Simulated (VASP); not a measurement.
Input of a VASP 6.6.1 run:

INCAR

```
  ALGO = Normal
  EDIFF = 1E-7
  EDIFFG = -0.01
  ENCUT = 600
  GGA = CA
  IBRION = 2
  ISIF = 3
  ISMEAR = 0
  LASPH = True
  LCHARG = False
  LREAL = False
  LWAVE = False
  NELM = 100
  NSW = 40
  PREC = Accurate
  SIGMA = 0.02
```

Contents of KPOINTS:

```
k-points
0
Gamma
  8 8 8
```

POSCAR

```
Si
1.0
    0.0000000000      2.7015000000      2.7015000000
    2.7015000000      0.0000000000      2.7015000000
    2.7015000000      2.7015000000      0.0000000000
Si
2
Direct
    0.0000000000      0.0000000000      0.0000000000
    0.2500000000      0.2500000000      0.2500000000
```

Potentials or basis: VASP PAW LDA potentials, release 64 (Si).

Command:

```bash
$ cat potpaw_LDA.64/Si/POTCAR > POTCAR
$ mpirun -np 1 vasp_std > vasp.out
```

**Question.** What does it give for the band gap on the k mesh?

**Answer.** 0.49 eV, indirect (least direct gap 2.53 eV).

Final structure:
```
Si
1.0
     0.00000    2.70150    2.70150
     2.70150    0.00000    2.70150
     2.70150    2.70150    0.00000
Si
2
Direct
  0.00000 0.00000 0.00000
  0.25000 0.25000 0.25000
```

Caveat: the relaxation stopped at its first step, so nothing moved. A k mesh can miss the band edges.
